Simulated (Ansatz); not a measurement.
**WS2: energy and pressure over a range of volumes**

One table from this session's results is given with a row withheld; the runs are named, their logs left out.

Program: Ansatz 0.2.0. Level of theory: DFT LDA, scalar-relativistic. These are calculated values, not measurements.

### The starting structure

The structure is trigonal, space group R3m (No. 160). Conventional cell: a = 3.158 Å, b = 3.158 Å, c = 18.490 Å, α = 90.00°, β = 90.00°, γ = 120.00°. W (site symmetry 3m) is surrounded by 6 S at 2.39 to 2.42 Å. S (site symmetry 3m) is surrounded by 3 W at 2.39 Å. Around S (site symmetry 3m) lie 3 W at 2.42 Å.

As a file:

```cif
data_structure
_symmetry_space_group_name_H-M 'R3m:H'
_symmetry_Int_Tables_number 160
_cell_length_a 3.1580
_cell_length_b 3.1580
_cell_length_c 18.4900
_cell_angle_alpha 90.000
_cell_angle_beta 90.000
_cell_angle_gamma 120.000
_cell_volume 159.70
loop_
_atom_site_label
_atom_site_type_symbol
_atom_site_symmetry_multiplicity
_atom_site_Wyckoff_symbol
_atom_site_fract_x
_atom_site_fract_y
_atom_site_fract_z
_atom_site_occupancy
W1 W 3 a 0.00000 0.00000 0.00000 1
S1 S 3 a 0.66667 0.33333 0.08363 1
S2 S 3 a 0.33333 0.66667 0.24767 1
```

The file gives the conventional cell by its symmetry; the runs use the cell typed in the input.

Atoms are numbered in the order of the input: W1, S2, S3.

The first run:

input.yaml reads:

```yaml
crystal:
  lattice:
    - [1.5576599252, 0.8993153771, 6.0800315456]
    - [-1.5576599252, 0.8993153771, 6.0800315456]
    - [0.0, -1.7986307542, 6.0800315456]
  atoms:
    - { symbol: W, position: [0.0, 0.0, 0.0] }
    - { symbol: S, position: [0.7503, 0.7503, 0.7503] }
    - { symbol: S, position: [0.581, 0.581, 0.581] }
kpoints:
  mp_grid: { grid: [13, 13, 13] }
  band_path:
    path:
      - [0.0, 0.0, 0.0]
      - [0.5, 0.5, 0.5]
      - [0.8187478403, 0.1812521597, 0.5]
      - [0.5, -0.1812521597, 0.1812521597]
      - [0.5, 0.0, 0.0]
      - [0.0, 0.0, 0.0]
      - [0.3406260799, -0.3406260799, 0.0]
      - [0.6593739201, 0.0, 0.3406260799]
      - [0.5, 0.0, 0.5]
    npoints: 5
scf:
  occupations: { method: fermi_dirac, width: 0.08 }
hamiltonian:
  xc: lda
  pseudopotentials: { kind: all_electron, lapw: { basis_error: 0.0005 } }
output:
  forces: true
  stress: true
  eigenvalues: true
```

The run is started by

```bash
ansatz run input.yaml --threads 1 --pin off --max-ram 6144MiB --backend cpu --events-out ev --progress --plain --runs-dir out
```

Among the steps run: Volume × 0.96, LAPW; Volume × 0.96, PAW; Volume × 0.96, crystal datasets; Volume × 0.99, LAPW; Volume × 0.99, PAW; Volume × 0.99, crystal datasets; Volume × 1.02, LAPW; Volume × 1.02, PAW; Volume × 1.02, crystal datasets; Volume × 1.06, LAPW; Volume × 1.06, PAW; Volume × 1.06, crystal datasets.

One table of the session follows, with a row left open; its other results are not shown here.

| method | volume (Å³/atom) | pressure (GPa) | gap on the k mesh (eV) | largest force (eV/Å) |
| --- | --- | --- | --- | --- |
| LAPW | 17.034 | 3.59 | 0.97 | 0.800 |
| LAPW | 17.566 | -1.96 | 0.99 | 0.599 |
| LAPW | 18.099 | -6.66 | 1.01 | 0.884 |
| LAPW | 18.809 | -11.84 | 1.03 | 1.453 |
| PAW | 17.034 | ? | ? | ? |
| PAW | 17.566 | -1.99 | 0.98 | 0.599 |
| PAW | 18.099 | -6.71 | 1.00 | 0.886 |
| PAW | 18.809 | -11.90 | 1.02 | 1.456 |
| crystal datasets | 17.034 | 3.59 | 0.97 | 0.800 |
| crystal datasets | 17.566 | -1.96 | 0.99 | 0.598 |
| crystal datasets | 18.099 | -6.67 | 1.01 | 0.884 |
| crystal datasets | 18.809 | -11.85 | 1.03 | 1.452 |

**Question.** Estimate the row for PAW, 17.034.

**Answer.** pressure (GPa): 3.57; gap on the k mesh (eV): 0.96; largest force (eV/Å): 0.801. In the column «pressure (GPa)» it lies between crystal datasets, 17.566 (-1.96) and LAPW, 17.034 (3.59).

Caveats from the session: Shape and positions are held, so a fully relaxed modulus can be lower. Warnings in the runs' records: gradients without spin orbit, crystal datasets made.
